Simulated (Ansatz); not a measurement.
Here is an Ansatz 0.2.0 calculation.

The input input.yaml:

```yaml
crystal:
  lattice:
    - [-2.9401404553, 2.9401404553, 1.5993019889]
    - [2.9401404553, -2.9401404553, 1.5993019889]
    - [2.9401404553, 2.9401404553, -1.5993019889]
  atoms:
    - { symbol: Sn, position: [0.0, 0.0, 0.0] }
    - { symbol: Sn, position: [0.75, 0.25, 0.5] }
hamiltonian:
  xc: pbe
  pseudopotentials: { kind: paw }
kpoints:
  mp_grid: { grid: [9, 9, 9] }
scf:
  occupations: { method: gaussian, width: 0.013 }
output:
  forces: true
  stress: true
  eigenvalues: true
```

Potentials or basis: Ansatz PAW.

Command:

```sh
$ ansatz run input.yaml --threads 2 --pin off --max-ram 5632MiB --backend cpu --events-out ev --progress --plain --runs-dir out
```

Predict the pressure.

1.4 GPa.

Estimate the band gap on the k mesh.

none (metal or under the smearing width).

Stress tensor (GPa, compression positive):
```
1.55 0.00 0.00
0.00 1.55 0.00
0.00 0.00 1.16
```
